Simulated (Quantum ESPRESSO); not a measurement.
## Ti: Wannier functions under several settings

```
Ti
1.0
     4.56737    0.00000    0.00000
    -2.28369    3.95546    0.00000
     0.00000    0.00000    2.82624
Ti
3
Direct
  0.66667 0.33333 0.50000
  0.33333 0.66667 0.50000
  0.00000 0.00000 0.00000
```

This isn't the form of Ti at room conditions, which is hcp.

All runs used Quantum ESPRESSO 7.5; potentials GBRV 1.5 PBEsol; k mesh 6 × 6 × 7; given cell; no spin polarisation; cutoff 612 eV; occupations fermi-dirac, width 0.05 eV.

```tsv
level	start	Wannier mesh	spread a function (Å²)	RMS miss of the bands (meV)
PBEsol	atomic projections with disentanglement	4 × 4 × 5	1.18	206
PBEsol	atomic projections with disentanglement, not minimised	4 × 4 × 5	?	?
PBEsol	SCDM with an erfc weight	4 × 4 × 5	2.19	91
```

Q: What stands in the row left open?

A: Spread a function 2.95 Å²; RMS miss of the bands 161 meV.

Caveats: the Wannier minimisation didn't converge (some runs).

For the row left open. Caveat: the k mesh is coarse.
